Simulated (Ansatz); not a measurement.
The parent structure is CsCl in the CsCl type structure (space group Pm-3m, No. 221; a = 4.140 Å). Axes: x, y, z lie along the cube axes.

The values are results of r2SCAN/PAW in Ansatz (a quantum-chemistry and plane-wave program), scalar-relativistic without spin-orbit coupling, not measurements.

Before the change:

The band gap comes out as 5.91 eV.

Now apply this change: tensor shear ε_xy = −3.05 % (engineering shear γ = -0.0610), atoms relaxed at fixed cell.

Q: Predict the new band gap.

A: The band gap drops by 0.026 eV, from 5.91 eV to 5.89 eV.

Q: What happens to the energy relative to the base?

A: The energy rises by 3.7 meV/atom.

The cells carry an imposed strain or load. No phonon test of stability was made.
